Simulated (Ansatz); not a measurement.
SnO:

```
CELL_PARAMETERS angstrom
3.81370 0.00000 0.00000
0.00000 3.81370 0.00000
0.00000 0.00000 4.88691
ATOMIC_POSITIONS crystal
Sn 0.50000 0.00000 0.76463
Sn 0.00000 0.50000 0.23537
O 0.00000 0.00000 0.00000
O 0.50000 0.50000 0.00000
```

The cell is a database's computed one.

Base run:

```yaml
Program: Ansatz 0.2.0
Functional: LDA
Potentials_or_basis: Ansatz PAW
Cutoff: "420 eV (not typed: the program's choice for these potentials)"
k_mesh: 7 × 7 × 6
Occupations: fermi-dirac, width 0.05 eV
Spin: no spin polarisation
```

Its results: band gap on the k mesh 0.45 eV, indirect (least direct gap 2.01 eV); pressure -3.3 GPa; largest force 0.235 eV/Å.

Question: The run is repeated on the same cell with these changes: functional from LDA to PBE. What comes out?

Answer: Band gap on the k mesh 0.37 eV, indirect (least direct gap 2.07 eV); pressure 3.6 GPa; largest force 0.371 eV/Å.

PBE binds less tightly than LDA, so the same cell stands under more pressure.

Caveats: the k mesh misses the band edges, so the gap on the mesh is wider than the one along the path; spin-orbit coupling is left out, which moves the levels of the heavy elements; the PAW data sets come from PBE, with cores solved anew for the run's functional, which leaves a small shift of forces and pressure (some runs).
